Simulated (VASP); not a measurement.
# Al: single point with PBEsol

The system is Al.

```xyz
4
Lattice="2.8271 0.0000 0.0000 -1.4135 2.4483 0.0000 0.0000 0.0000 9.1860" Properties=species:S:1:pos:R:3 pbc="T T T"
Al    0.0000    0.0000    0.0000
Al    0.0000    1.6322    2.2965
Al    0.0000    0.0000    4.5930
Al    1.4135    0.8161    6.8895
```

This isn't the form of Al at room conditions, which is fcc.

```yaml
Program: VASP 6.6.1
Task: single point
Functional: PBEsol
Potentials_or_basis: VASP PAW PBE potentials, release 64 (Al)
Cutoff: 520 eV
k_mesh: 9 × 9 × 2
Occupations: gaussian, width 0.1 eV
Spin: no spin polarisation
Dipole_correction: no
Further_INCAR_settings: ALGO = Normal; EDIFF = 1e-07; NBANDS = 14
```

```json
{"Pressure": "1.9 GPa", "Band gap on the k mesh": "none (metal or under the smearing width)"}
```

Stress tensor (GPa, compression positive):
```
2.83 0.00 0.00
0.00 2.83 0.00
0.00 0.00 0.11
```

Levels at points of the mesh, in eV from the Fermi level:
| k point | band 2 | band 3 | band 4 | band 5 | band 6 | band 7 | band 8 | band 9 | band 10 | band 11 |
| --- | --- | --- | --- | --- | --- | --- | --- | --- | --- | --- |
| (0.00, 0.00, 0.00) | -9.59 | -9.58 | -4.65 | -4.30 | 3.66 | 3.68 | 10.92 | 10.92 | 11.08 | 11.08 |
| (0.00, 0.00, 0.50) | -10.89 | -7.44 | -7.44 | -0.75 | -0.75 | 8.65 | 8.65 | 11.25 | 11.25 | 11.25 |

Run time: 11 s on 1 thread of Intel(R) Xeon(R) Platinum 8488C (Sapphire Rapids), with other jobs on the host, peak memory 0.18 GiB.

Caveat: the PAW data sets were made with another functional, which shifts forces and pressure a little.
